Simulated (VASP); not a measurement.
# Ge (P6_3/mmc) in VASP: settings compared

One crystal, Ge, is run at these levels: PBEsol, HSE06; tasks: relaxation of cell and atoms.

All numbers are computed with VASP 6.6.1; they aren't measurements. Logs are shortened: lines on timing, memory, paths and dates and some standing lists are left out, and cuts for length are marked.

## 1. Starting point

Symmetry: P6_3/mmc, No. 194, hexagonal system. The conventional cell has a = 3.998 Å, b = 3.998 Å, c = 6.599 Å, α = 90.00°, β = 90.00°, γ = 120.00°. Ge (site symmetry 3m) has 4 Ge at 2.45 to 2.47 Å as nearest neighbours.

This isn't the form of Ge at room conditions, which is diamond.

## 2. Relaxation of cell and atoms, PBEsol

File INCAR:

```
SYSTEM = Ge
PREC     = Accurate       ! precision mode
ENCUT    = 600            ! plane-wave cutoff, eV
EDIFF    = 1E-6           ! SCF threshold, eV
ISMEAR   = 0              ! smearing method
SIGMA    = 0.03           ! smearing width, eV
LREAL    = .FALSE.        ! projectors in reciprocal space
LASPH    = .TRUE.         ! aspherical terms in the spheres
NELM     = 80             ! most SCF steps
ALGO     = Normal         ! electronic algorithm
ISIF     = 3              ! what is computed and relaxed
LWAVE    = .FALSE.        ! write WAVECAR
LCHARG   = .FALSE.        ! write CHGCAR
GGA      = PS             ! functional
IBRION   = 2              ! ionic algorithm
NSW      = 90             ! ionic steps
EDIFFG   = -0.01          ! ionic threshold
```

File KPOINTS:

```
regular mesh
0
G
  12 12 5
  0 0 0
```

File POSCAR:

```
Ge
1.0
    3.9975858431      0.0000000000      0.0000000000
   -1.9987929216      3.4620108940      0.0000000000
    0.0000000000      0.0000000000      6.5993779500
Ge
4
Direct
    0.6666666700      0.3333333300      0.0629012500
    0.3333333300      0.6666666700      0.5629012500
    0.6666666700      0.3333333300      0.4370987500
    0.3333333300      0.6666666700      0.9370987500
```

Potentials or basis: VASP PAW PBE potentials, release 64 (Ge_d).

Command:

```
$ cat potpaw_PBE.64/Ge_d/POTCAR > POTCAR
$ mpirun -np 1 vasp_std > vasp.out
```

OUTCAR:

```text
SYSTEM = Ge
   PREC = Accurate
   ENCUT = 600
   EDIFF = 1E-6
   ISMEAR = 0
   LREAL = .FALSE.
   LASPH = .TRUE.
   NELM = 80
   ISIF = 3
   GGA = PS
   IBRION = 2
   NSW = 90
   EDIFFG = -0.01

 ion  position               nearest neighbor table
   1  0.667  0.333  0.063-   4 2.45   4 2.45   4 2.45   3 2.47
   2  0.333  0.667  0.563-   3 2.45   3 2.45   3 2.45   4 2.47
   3  0.667  0.333  0.437-   2 2.45   2 2.45   2 2.45   1 2.47
   4  0.333  0.667  0.937-   1 2.45   1 2.45   1 2.45   2 2.47

  LATTYP: Found a hexagonal cell.
 ALAT       =     3.9975858431
 C/A-ratio  =     1.6508408347

  Lattice vectors:

 A1 = (   3.9975858431,   0.0000000000,   0.0000000000)
 A2 = (  -1.9987929216,   3.4620108940,   0.0000000000)
 A3 = (   0.0000000000,   0.0000000000,   6.5993779500)

Analysis of symmetry for initial positions (statically):
=====================================================================
 Subroutine PRICEL returns:
 Original cell was already a primitive cell.

 Routine SETGRP: Setting up the symmetry group for a
 hexagonal supercell.

 Subroutine GETGRP returns: Found 24 space group operations
 (whereof 12 operations were pure point group operations)
 out of a pool of 24 trial point group operations.

The static configuration has the point symmetry D_3d.
 The point group associated with its full space group is D_6h.

Analysis of symmetry for dynamics (positions and initial velocities):
=====================================================================
 Subroutine PRICEL returns:
 Original cell was already a primitive cell.

 Routine SETGRP: Setting up the symmetry group for a
 hexagonal supercell.

 Subroutine GETGRP returns: Found 24 space group operations
 (whereof 12 operations were pure point group operations)
 out of a pool of 24 trial point group operations.

The dynamic configuration has the point symmetry D_3d.
 The point group associated with its full space group is D_6h.

 Subroutine INISYM returns: Found 24 space group operations
 (whereof 12 operations are pure point group operations),
 and found     1 'primitive' translations

----------------------------------------------------------------------------------------

                                     Primitive cell

  volume of cell :      91.3333

  direct lattice vectors                    reciprocal lattice vectors
     3.997585843  0.000000000  0.000000000     0.250150976  0.144424733  0.000000000
    -1.998792922  3.462010894  0.000000000     0.000000000  0.288849467  0.000000000
     0.000000000  0.000000000  6.599377950     0.000000000  0.000000000  0.151529433

  length of vectors
     3.997585843  3.997585843  6.599377950     0.288849467  0.288849467  0.151529433

  position of ions in fractional coordinates (direct lattice)
     0.666666670  0.333333330  0.062901250
     0.333333330  0.666666670  0.562901250
     0.666666670  0.333333330  0.437098750
     0.333333330  0.666666670  0.937098750

  ion indices of the primitive-cell ions
   primitive index   ion index
                 1           1
                 2           2
                 3           3
                 4           4

----------------------------------------------------------------------------------------

 KPOINTS: regular mesh

Automatic generation of k-mesh.
 Grid dimensions read from file:
 generate k-points for:   12   12    5

 Generating k-lattice:

  Cartesian coordinates                     Fractional coordinates (reciprocal lattice)
     0.020845915  0.012035394  0.000000000     0.083333333  0.000000000  0.000000000
     0.000000000  0.024070789  0.000000000     0.000000000  0.083333333  0.000000000
     0.000000000  0.000000000  0.030305887     0.000000000  0.000000000  0.200000000

  Length of vectors
     0.024070789  0.024070789  0.030305887

  Shift w.r.t. Gamma in fractional coordinates (k-lattice)
     0.000000000  0.000000000  0.000000000

 Subroutine IBZKPT returns following result:
 ===========================================

 Found     57 irreducible k-points:

 Following reciprocal coordinates:
            Coordinates               Weight
  0.000000  0.000000  0.000000      1.000000
  0.083333  0.000000  0.000000      6.000000
  0.166667  0.000000  0.000000      6.000000
  0.250000  0.000000  0.000000      6.000000
  0.333333  0.000000  0.000000      6.000000
  0.416667  0.000000  0.000000      6.000000
[... 16 lines left out ...]
  0.250000  0.000000  0.200000     12.000000
  0.333333  0.000000  0.200000     12.000000
 [... further k-points ...]
   k-points           NKPTS =     57   k-points in BZ     NKDIM =     57   number of bands    NBANDS=     33
   number of dos      NEDOS =    301   number of ions     NIONS =      4
   total plane-waves  NPLWV =  55296
   dimension x,y,z NGX =    32 NGY =   32 NGZ =   54
   dimension x,y,z NGXF=    64 NGYF=   64 NGZF=  108
   ions per type =               4
   NGX,Y,Z   is equivalent  to a cutoff of  13.31, 13.31, 13.60 a.u.
   NGXF,Y,Z  is equivalent  to a cutoff of  26.62, 26.62, 27.21 a.u.
 SYSTEM =  Ge
   PREC   = accura    normal or accurate (medium, high low for compatibility)
   ISTART =      0    job   : 0-new  1-cont  2-samecut
   ICHARG =      2    charge: 1-file 2-atom 10-const
   ISPIN  =      1    spin polarized calculation?
   LNONCOLLINEAR =      F non collinear calculations
   LSORBIT =      F    spin-orbit coupling
   LASPH  =      T    aspherical Exc in radial PAW
   ENCUT  =  600.0 eV  44.10 Ry    6.64 a.u.   7.98  7.98 13.18*2*pi/ulx,y,z
   NELM   =     80;   NELMIN=  2; NELMDL= -5     # of ELM steps
   EDIFF  = 0.1E-05   stopping-criterion for ELM
   LREAL  =      F    real-space projection
   EDIFFG = -.1E-01   stopping-criterion for IOM
   NSW    =     90    number of steps for IOM
   IBRION =      2    ionic relax: 0-MD 1-quasi-New 2-CG
   NFREE  =      1    steps in history (QN), initial steepest desc. (CG)
   ISIF   =      3    stress and relaxation
   ISYM   =      2    0-nonsym 1-usesym 2-fastsym
   POTIM  = 0.5000    time-step for ionic-motion
   TEBEG  =    0.0;   TEEND  =   0.0 temperature during run
   PSTRESS=    0.0 pullay stress
   NELECT =      56.0000    total number of electrons
   NUPDOWN=      -1.0000    fix difference up-down
   EMIN   =  10.00;   EMAX   =-10.00  energy-range for DOS
   EFERMI =   0.00;   METHOD = LEGACY
   ISMEAR =     0;   SIGMA  =   0.03  broadening in eV -4-tet -1-fermi 0-gaus
   EFERMI_NEDOS =   21; number of points for ismear=-14 and -15
   IALGO  =     38    algorithm
   IMIX   =      4    mixing-type and parameters
     AMIX     =   0.40;   BMIX     =  1.00
     AMIX_MAG =   1.60;   BMIX_MAG =  1.00
  volume/ion in A,a.u.               =      22.83       154.09
  Fermi-wavevector in a.u.,A,eV,Ry     =   1.390789  2.628209 26.317650  1.934293
  Thomas-Fermi vector in A             =   2.514690
   LORBIT       =      0    0 simple, 1 ext, 2 COOP (PROOUT), +10 PAW based schemes
   GGA     = PS    functional components
   LHFCALC =     F    Hartree Fock is set to
   AEXX    =    0.0000 exact exchange contribution
   IVDW    =     0    specifies the selected vdW correction
   LEPSILON=     F    determine dielectric tensor
   LRPA    =     F    only Hartree local field effects (RPA)
 conjugate gradient relaxation of ions
 non-spin polarized calculation
 Gauss-broadening in eV      SIGMA  =   0.03
  energy-cutoff  :      600.00
  volume of cell :       91.33
 maximum number of plane-waves:      3072
 NGX is ok and might be reduce to    32
   NGX = 15   NGY = 15   NGZ = 27

--------------------------------------- Ionic step        1  -------------------------------------------

 number of electron      55.9999987 magnetization

 Free energy of the ion-electron system (eV)
  ---------------------------------------------------
  ext. energy  EPLUGINS =         0.00000000
  ---------------------------------------------------
  free energy    TOTEN  =       -19.68408342 eV

  energy without entropy =      -19.68396464  energy(sigma->0) =      -19.68402403

------------------------ aborting loop because EDIFF is reached ----------------------------------------

  FORCE on cell =-STRESS in cart. coord.  units (eV):
  Direction    XX          YY          ZZ          XY          YZ          ZX
  --------------------------------------------------------------------------------------
  -------------------------------------------------------------------------------------
  Total       -0.0668960     -0.0668960     -0.1065335      0.0000000     -0.0000000      0.0000000
  in kB       -1.1734953     -1.1734953     -1.8688195      0.0000000     -0.0000000      0.0000000
  external PRESSURE =      -1.4052700 kB  Pullay stress =       0.0000000 kB
[... 61 lines left out ...]
  energy  without entropy=      -19.6839462493  energy(sigma->0) =      -19.68400249

--------------------------------------- Ionic step        3  -------------------------------------------

 number of electron      55.9999988 magnetization

 Free energy of the ion-electron system (eV)
  ---------------------------------------------------
  ext. energy  EPLUGINS =         0.00000000
  ---------------------------------------------------
  free energy    TOTEN  =       -19.68412954 eV

  energy without entropy =      -19.68401097  energy(sigma->0) =      -19.68407026

 E-fermi :   4.8270     XC(G=0): -10.0875

 val. band max:        4.8098387121   @ k =   0.0000   0.0000   0.0000
 cond. band min:       4.8339227833   @ k =   0.0000   0.0000   0.2000
 fundamental gap:      0.0240840712
 Fermi energy:         4.8270097490

 k-point     1 :       0.0000    0.0000    0.0000
  band No.  band energies     occupation
      1     -20.0029      2.00000
      2     -20.0029      2.00000
      3     -19.9646      2.00000
      4     -19.9644      2.00000
      5     -19.9644      2.00000
      6     -19.9515      2.00000
[... 853 lines left out ...]
     32       8.9215      0.00000
     33       9.5775      0.00000

 [... further k-points ...]

------------------------ aborting loop because EDIFF is reached ----------------------------------------

  FORCE on cell =-STRESS in cart. coord.  units (eV):
  Direction    XX          YY          ZZ          XY          YZ          ZX
  --------------------------------------------------------------------------------------
  -------------------------------------------------------------------------------------
  Total       -0.0154173     -0.0154173     -0.0385032      0.0000000      0.0000000      0.0000000
  in kB       -0.2707295     -0.2707295     -0.6761191      0.0000000      0.0000000      0.0000000
  external PRESSURE =      -0.4058594 kB  Pullay stress =       0.0000000 kB
[... 19 lines left out ...]
  FREE ENERGIE OF THE ION-ELECTRON SYSTEM (eV)
  ---------------------------------------------------
  free  energy   TOTEN  =       -19.6841295448 eV

  energy  without entropy=      -19.6840109709  energy(sigma->0) =      -19.68407026

 reached required accuracy - stopping structural energy minimisation
```

Wall time 3.2 min (1 thread of AMD EPYC 9R45 (Zen 5), shared host); peak memory 0.29 GiB.

What came out:

```yaml
Free_energy: -19.6841 eV
Relaxed_volume: 22.81 Å³/atom
Relaxed_cell: a = 3.996 Å, b = 3.996 Å, c = 6.596 Å, α = 90.00°, β = 90.00°, γ = 120.00°
Space_group_after_relaxing_to_0.05_Å: P6_3/mmc (No. 194)
Energy_gained_by_relaxing: 0.0 meV/atom
Ionic_steps: 3
Pressure_after_relaxing: 0.0 GPa
Band_gap_on_the_k_mesh: 0.02 eV, indirect (least direct gap 0.12 eV)
```

Final structure:
```
Ge
1.0
     3.99645    0.00000    0.00000
    -1.99822    3.46102    0.00000
     0.00000    0.00000    6.59638
Ge
4
Direct
  0.66667 0.33333 0.06291
  0.33333 0.66667 0.56291
  0.66667 0.33333 0.43709
  0.33333 0.66667 0.93709
```

Caveat: the PAW data sets were made with another functional, which shifts forces and pressure a little; an odd mesh through Γ misses points on the zone boundary, where band edges often lie.

## 3. Relaxation of cell and atoms, HSE06

File POSCAR:

```
Ge                                      
1.0
    3.9964461182      0.0000000000      0.0000000000
   -1.9982230591      3.4610238632     -0.0000000000
    0.0000000000     -0.0000000000      6.5963816089
  Ge            
     4
Direct
     0.6666666699999979    0.3333333300000021    0.0629063895070748
     0.3333333300000021    0.6666666699999979    0.5629063895070748
     0.6666666699999979    0.3333333300000021    0.4370936104929252
     0.3333333300000021    0.6666666699999979    0.9370936104929252
```

File INCAR.step1:

```
SYSTEM = Ge
PREC     = Accurate       ! precision mode
ENCUT    = 520            ! plane-wave cutoff, eV
EDIFF    = 1E-5           ! SCF threshold, eV
ISMEAR   = 0              ! smearing method
SIGMA    = 0.03           ! smearing width, eV
LREAL    = .FALSE.        ! projectors in reciprocal space
LASPH    = .TRUE.         ! aspherical terms in the spheres
NELM     = 80             ! most SCF steps
ALGO     = Normal         ! electronic algorithm
LWAVE    = .TRUE.         ! write WAVECAR
LCHARG   = .FALSE.        ! write CHGCAR
KPAR     = 4            
GGA      = PE             ! functional
```

File INCAR.step2:

```
SYSTEM = Ge
PREC     = Accurate       ! precision mode
ENCUT    = 520            ! plane-wave cutoff, eV
EDIFF    = 1E-6           ! SCF threshold, eV
ISMEAR   = 0              ! smearing method
SIGMA    = 0.03           ! smearing width, eV
LREAL    = .FALSE.        ! projectors in reciprocal space
LASPH    = .TRUE.         ! aspherical terms in the spheres
NELM     = 80             ! most SCF steps
ALGO     = Normal         ! electronic algorithm
ISIF     = 3              ! what is computed and relaxed
LWAVE    = .FALSE.        ! write WAVECAR
LCHARG   = .FALSE.        ! write CHGCAR
GGA      = PE             ! functional
LHFCALC  = .TRUE.         ! exact exchange
HFSCREEN = 0.2            ! screening, 1/A
PRECFOCK = Fast         
IBRION   = 2              ! ionic algorithm
NSW      = 25             ! ionic steps
EDIFFG   = -0.01          ! ionic threshold
KPAR     = 4            
ISTART   = 1
```

File KPOINTS:

```
regular mesh
0
G
  6 6 3
  0 0 0
```

Potentials or basis: VASP PAW PBE potentials, release 64 (Ge_d).

Command:

```
$ cat potpaw_PBE.64/Ge_d/POTCAR > POTCAR
$ cp INCAR.step1 INCAR
$ mpirun -np 4 vasp_std > vasp.out
$ cp INCAR.step2 INCAR
$ mpirun -np 4 vasp_std > vasp.out
```

Run time: 1.9 h. Hardware: 4 MPI ranks of AMD EPYC 9R45 (Zen 5), shared host; peak memory 0.34 GiB.

Results (log left out):

```
Free energy                            : -21.3300 eV
Relaxed volume                         : 22.90 Å³/atom
Relaxed cell                           : a = 4.003 Å, b = 4.003 Å, c = 6.603 Å, α = 90.00°, β = 90.00°, γ = 120.00°
Space group after relaxing (to 0.05 Å) : P6_3/mmc (No. 194)
Energy gained by relaxing              : 0.1 meV/atom
Ionic steps                            : 5
Pressure after relaxing                : 0.0 GPa
Largest force after relaxing           : 0.007 eV/Å
Band gap on the k mesh                 : 0.39 eV, direct
```

Forces on the atoms (eV/Å):
```
Ge   0.000  0.000 -0.007
Ge   0.000  0.000 -0.007
Ge   0.000  0.000  0.007
Ge   0.000  0.000  0.007
```

Step by step:
```csv
step,energy change (eV),largest force (eV/Å),pressure (GPa),volume (Å³)
1,0.0000,0.0002,0.34,91.24
2,0.0000,0.0118,-0.31,91.89
3,-0.0003,0.0061,0.10,91.57
4,-0.0003,0.0075,-0.11,91.65
5,-0.0003,0.0069,0.05,91.61
```

Final structure:
```cif
data_structure
_symmetry_space_group_name_H-M 'P 1'
_symmetry_Int_Tables_number 1
_cell_length_a 4.0026
_cell_length_b 4.0026
_cell_length_c 6.6027
_cell_angle_alpha 90.000
_cell_angle_beta 90.000
_cell_angle_gamma 120.000
_cell_volume 91.61
loop_
_atom_site_label
_atom_site_type_symbol
_atom_site_fract_x
_atom_site_fract_y
_atom_site_fract_z
_atom_site_occupancy
Ge1 Ge 0.66667 0.33333 0.06291 1
Ge2 Ge 0.33333 0.66667 0.56291 1
Ge3 Ge 0.66667 0.33333 0.43709 1
Ge4 Ge 0.33333 0.66667 0.93709 1
```

Levels at points of the mesh, in eV from the valence-band top:
```
           k point  band 25  band 26  band 27  band 28  band 29  band 30  band 31  band 32
(0.00, 0.00, 0.00)    -1.74    -0.29     0.00     0.00     0.39     0.69     2.78     2.78
(0.50, 0.00, 0.00)    -5.11    -3.47    -3.13    -1.70     0.94     2.23     4.06     4.29
```

Caveat: the PAW data sets were made with another functional, which shifts forces and pressure a little; an odd mesh through Γ misses points on the zone boundary, where band edges often lie.
